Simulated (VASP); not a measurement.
**WSe2: band structure with TB-mBJ**

Crystal: WSe2.

```
W Se
1.0
     3.28134    0.00000    0.00000
    -1.64067    2.84173    0.00000
     0.00000    0.00000   12.79166
W Se
2 4
Direct
  0.33333 0.66667 0.25000
  0.66667 0.33333 0.75000
  0.33333 0.66667 0.61819
  0.66667 0.33333 0.11819
  0.33333 0.66667 0.88181
  0.66667 0.33333 0.38181
```

```yaml
Program: VASP 6.6.1
Task: band structure
Functional: TB-mBJ
Potentials_or_basis: VASP PAW PBE potentials, release 64 (W_sv, Se)
Cutoff: 520 eV
k_mesh: 9 × 9 × 2
Occupations: gaussian, width 0.03 eV
Spin: spin-orbit coupling, no magnetisation
Further_INCAR_settings: ALGO = Normal; EDIFF = 1e-06; NBANDS = 68
```

| Property | Result |
| --- | --- |
| Valence electrons inside the program's atomic spheres | W 11.82; Se 4.18 |

Run time: 9.8 min on 4 MPI ranks on Intel(R) Xeon(R) 6975P-C (Granite Rapids), on a shared host, peak memory 0.86 GiB a rank.
